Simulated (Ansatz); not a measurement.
A surface is cut from this relaxed crystal of BAs:

```
CELL_PARAMETERS angstrom
0.00000 2.38394 2.38394
2.38394 0.00000 2.38394
2.38394 2.38394 0.00000
ATOMIC_POSITIONS crystal
B 0.00000 0.00000 0.00000
As 0.75000 0.75000 0.75000
```

Miller indices refer to the conventional cell of F-43m (No. 216), a = 4.768 Å, b = 4.768 Å, c = 4.768 Å, α = 90.00°, β = 90.00°, γ = 90.00°. The bulk's gap is 1.08 eV.

The (210) slab of 23 planes, 11.7 Å thick with 15 Å of vacuum as cut; outer planes As (top) and As (bottom).

All numbers below come from Ansatz, DFT PBEsol, scalar-relativistic, plane waves, PAW. Settings: cutoff 420 eV, Γ-centred mesh 6×5×1 on the computed 23-atom cell, Gaussian smearing of 0.05 eV; no spin polarisation. The cell repeats along c with a dipole correction in the vacuum.

The slab isn't stoichiometric (B11As12), so its surface energy depends on the chemical potentials; it is given with the excess atoms taken from the element's standard state, a limit at which the compound may itself be unstable, so the figure can be too low. This cut of an insulator is polar or leaves open shells, so the slab is metallic here; real surfaces compensate by reconstruction or adsorbates.

With the atoms at the bulk's places:

* Surface energy with the excess atoms taken from the elements: 2.12 J/m²
* Gap of the slab on the mesh: none (metal or semimetal)
* Work function: 5.04 eV

Problem. What changes when all atoms relax within this surface cell and its symmetry?

Solution. The energy falls by 0.561 J/m² a face, and the largest move is 0.49 Å.

```yaml
Surface_energy_with_the_excess_atoms_taken_from_the_elements: 1.56 J/m²
Gap_of_the_slab_on_the_mesh: none (metal or semimetal)
Work_function: 4.36 eV
```

```tsv
plane (bottom to top)	atoms	spacing to next, bulk (Å)	relaxed (Å)	change (%)
1	As	0.533	0.850	+59.4
2	B	0.533	0.128	-75.9
3	As	0.533	0.606	+13.6
4	B	0.533	0.526	-1.3
5	As	0.533	0.551	+3.4
6	B	0.533	0.555	+4.2
7	As	0.533	0.514	-3.7
8	B	0.533	0.528	-0.9
9	As	0.533	0.553	+3.8
10	B	0.533	0.521	-2.2
11	As	0.533	0.535	+0.4
12	B	0.533	0.535	+0.4
13	As	0.533	0.521	-2.2
14	B	0.533	0.553	+3.8
15	As	0.533	0.528	-0.9
16	B	0.533	0.514	-3.6
17	As	0.533	0.555	+4.2
18	B	0.533	0.550	+3.2
19	As	0.533	0.527	-1.1
20	B	0.533	0.608	+14.0
21	As	0.533	0.126	-76.4
22	B	0.533	0.849	+59.3
23	As
```